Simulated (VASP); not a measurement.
**SrTiO₃ (strained cubic perovskite), PBE single-point calculation: Ansatz's output and VASP's**

```
CELL_PARAMETERS angstrom
3.94592 0.00000 0.00000
0.00000 3.94592 0.00000
0.00000 0.00000 3.88391
ATOMIC_POSITIONS crystal
Sr 0.00000 0.00000 0.00000
Ti 0.50000 0.50000 0.50000
O 0.50000 0.50000 0.00000
O 0.50000 0.00000 0.50000
O 0.00000 0.50000 0.50000
```

Ansatz printed

```
SCF 1 converged in 6 iterations: F = -7754.477257 eV  dr2 = 3.38e-8
  greatest PAW one-centre occupation: 0.999 electrons in one spin orbital (limit 2), on the Ti atom at site 1 (counted from 0), in its partial waves of l = 0
NSCF: frozen V_eff on 4 k-points
SCF converged after 6 iterations
Free energy (F): -7754.477257 eV
Harris-Foulkes:  -7754.477257 eV  (|F-HF|=2.43e-8)
Internal energy: -7754.477257 eV  (E = F + TS)
E sigma→0 (E₀):  -7754.477257 eV
Fermi energy:    10.710454 eV
--- Per-component energies (eV) ---
  E_band       = -213.467431
  E_kinetic    = 1046.773516
  E_local      = -2404.040574  (includes V_loc(G=0)·N_el)
  E_nonlocal   = 347.909175
  E_hartree    = 840.915702
  E_xc         = -496.214854
  E_vxc        = -571.899676  (∫ρ·V_xc dr)
  E_paw        = -4213.520476  (= ΣΔE_a)
  E_vpaw       = -314.044895  (= ΣTr[D̂ρ^β])
  E_aug_tail   = 0.007497  (compensation charges beyond the density's cutoff)
  E_ewald      = -2876.307243
  E_smearing   = -0.000000  (= −TS)
  E_closure    = 0.000000  (closes the sum)
  Σ components = -7754.477257   (vs F -7754.477257, Δ=0.00e0)
--- Forces (eV/Å), atoms counted from 1 ---
  atom   1  Sr     0.00000000     0.00000000     0.00000000
  atom   2  Ti     0.00000000     0.00000000     0.00000000
  atom   3  O      0.00000000     0.00000000     0.00000000
  atom   4  O      0.00000000    -0.00000000     0.00000000
  atom   5  O      0.00000000     0.00000000     0.00000000
  max |Σ_I F_I| component: 4.89e-29 eV/Å
--- Stress (GPa, compression-positive) ---
        0.357878       0.000000       0.000000
        0.000000       0.357878       0.000000
        0.000000       0.000000       3.997377
  P = ⅓ Tr σ = 1.5710 GPa (15.710 kbar)
--- Band table (eV; the first three rows and the last of 40) ---
  k-point 0: bands = ["-46.6789", "-22.9829", "-22.9401", "-22.9257", "-22.9257", "-7.5885", "-6.6459", "-6.5780", "-4.9803", "-4.9803", "-4.9591", "6.9514", "6.9514", "7.0334", "8.6144", "8.6144", "8.6699", "9.4203", "9.4203", "9.4335", "11.6185", "11.6448", "11.6448", "13.9542", "14.0746"]
  k-point 1: bands = ["-46.6786", "-23.0218", "-22.9249", "-22.9249", "-22.9138", "-7.5818", "-6.6550", "-6.5676", "-4.9680", "-4.9680", "-4.7911", "6.6490", "6.9372", "6.9372", "8.2619", "8.2619", "8.4372", "8.6891", "9.2701", "9.2701", "11.6599", "12.2297", "12.2297", "13.9577", "14.7963"]
  k-point 2: bands = ["-46.6779", "-23.0734", "-22.9233", "-22.9233", "-22.8870", "-7.6803", "-6.5468", "-6.4800", "-4.9432", "-4.9432", "-4.5167", "5.8270", "6.9342", "6.9342", "7.6576", "7.6576", "7.7168", "8.0298", "9.1045", "9.1045", "11.7456", "13.1753", "13.1753", "13.9630", "15.8105"]
  k-point 39: bands = ["-46.6754", "-23.0093", "-22.9810", "-22.9810", "-22.9260", "-6.2989", "-6.2641", "-6.2641", "-5.2407", "-5.2155", "-5.2155", "5.1769", "5.6113", "5.7481", "6.0538", "6.0538", "6.1870", "9.7546", "9.7886", "9.7886", "14.1152", "14.2008", "14.2008", "16.6443", "16.7187"]
```

The two codes use different PAW datasets and cutoffs. VASP's cell holds 40 valence electrons and Ansatz's 40. Ansatz's stress includes a Pulay correction; VASP's doesn't.

Question: What does VASP give for the same cell and level of theory?

Answer: gap between bands v and c 1.80 eV; least direct gap 2.16 eV; pressure 2.2 GPa.

From OUTCAR

```
k-points           NKPTS =     40   k-points in BZ     NKDIM =     40   number of bands    NBANDS=     28

   NELECT =      40.0000    total number of electrons

   dimension x,y,z NGX =    30 NGY =   30 NGZ =   30
   dimension x,y,z NGXF=    60 NGYF=   60 NGZF=   60

  energy-cutoff  :      520.00
  volume of cell :       60.47
      direct lattice vectors                 reciprocal lattice vectors
     3.945920017  0.000000000  0.000000000     0.253426323  0.000000000  0.000000000
     0.000000000  3.945920017  0.000000000     0.000000000  0.253426323  0.000000000
     0.000000000  0.000000000  3.883906217     0.000000000  0.000000000  0.257472746

 k-points in reciprocal lattice and weights: KPOINTS created by Atomic Simulation Env
   0.00000000  0.00000000  0.00000000       0.005
   0.16666667  0.00000000  0.00000000       0.019
   0.33333333  0.00000000  0.00000000       0.019
   0.50000000  0.00000000  0.00000000       0.009
   0.16666667  0.16666667  0.00000000       0.019
   0.33333333  0.16666667  0.00000000       0.037
   0.50000000  0.16666667  0.00000000       0.019
   0.33333333  0.33333333  0.00000000       0.019
   ...

 E-fermi :   4.5402

 k-point     1 :       0.0000    0.0000    0.0000
  band No.  band energies     occupation
      1     -52.4882      2.00000
      2     -28.7979      2.00000
      3     -28.7326      2.00000
      4     -28.7210      2.00000
      5     -28.7210      2.00000
      6     -13.3374      2.00000
      7     -12.3942      2.00000
      8     -12.3270      2.00000
      9     -10.7913      2.00000
     10     -10.7913      2.00000
     11     -10.7703      2.00000
     12       1.2010      2.00000
     13       1.2010      2.00000
     14       1.2835      2.00000
     15       2.8781      2.00000
     16       2.8781      2.00000
     17       2.9339      2.00000
     18       3.6716      2.00000
     19       3.6716      2.00000
     20       3.6851      2.00000
     21       5.8485      0.00000
     22       5.8761      0.00000
     23       5.8761      0.00000
     24       8.1739      0.00000
     25       8.2955      0.00000
     26       9.3555      0.00000
     27       9.4973      0.00000
     28      10.1207      0.00000

 k-point     2 :       0.1667    0.0000    0.0000
  band No.  band energies     occupation
      1     -52.4879      2.00000
      2     -28.8249      2.00000
      3     -28.7320      2.00000
      4     -28.7204      2.00000
      5     -28.7043      2.00000
      6     -13.3637      2.00000
      7     -12.3758      2.00000
      8     -12.3315      2.00000
      9     -10.7810      2.00000
     10     -10.7599      2.00000
     11     -10.6203      2.00000
     12       0.8766      2.00000
     13       1.1846      2.00000
     14       1.2712      2.00000
     15       2.5584      2.00000
     16       2.6092      2.00000
     17       2.6581      2.00000
     18       2.9304      2.00000
     19       3.5297      2.00000
     20       3.5399      2.00000
     21       5.9139      0.00000
     22       6.3968      0.00000
     23       6.4182      0.00000
     24       8.2644      0.00000
     25       8.9457      0.00000
     26       9.7973      0.00000
     27       9.9253      0.00000
     28      10.7532      0.00000

 k-point     3 :       0.3333    0.0000    0.0000
  band No.  band energies     occupation
      1     -52.4872      2.00000
      2     -28.8671      2.00000
      3     -28.7308      2.00000
      4     -28.7191      2.00000
      5     -28.6823      2.00000
      6     -13.4868      2.00000
      7     -12.3533      2.00000
      8     -12.1783      2.00000
      9     -10.7602      2.00000
     10     -10.7388      2.00000
     11     -10.3405      2.00000
     12       0.1893      2.00000
     13       1.1654      2.00000
     14       1.2636      2.00000
     15       1.9352      2.00000
     16       2.0139      2.00000
     17       2.0553      2.00000
     18       2.2747      2.00000
     19       3.3737      2.00000
     20       3.3757      2.00000
     21       5.9919      0.00000
     22       7.2872      0.00000
     23       7.2981      0.00000
     24       8.2741      0.00000
     25       9.9639      0.00000
     26      10.7217      0.00000
     27      10.8517      0.00000
     28      12.1155      0.00000

 ...

  Total        0.3625698      0.3625698      1.7584289      0.0000000      0.0000000      0.0000000
  in kB        9.6058738      9.6058738     46.5875759      0.0000000      0.0000000      0.0000000
  external PRESSURE =      21.9331078 kB  Pullay stress =       0.0000000 kB

 POSITION                                       TOTAL-FORCE (eV/Angst)
 -----------------------------------------------------------------------------------
      0.00000      0.00000      0.00000         0.000000      0.000000      0.000000
      1.97296      1.97296      1.94195         0.000000      0.000000      0.000000
      1.97296      1.97296      0.00000         0.000000      0.000000      0.000000
      1.97296      0.00000      1.94195         0.000000      0.000000      0.000000
      0.00000      1.97296      1.94195         0.000000      0.000000      0.000000
 -----------------------------------------------------------------------------------
    total drift:                                0.000000      0.000000     -0.000000

  FREE ENERGIE OF THE ION-ELECTRON SYSTEM (eV)
  ---------------------------------------------------
  free  energy   TOTEN  =       -40.0901594121 eV

  energy  without entropy=      -40.0901594121  energy(sigma->0) =      -40.09015941
```
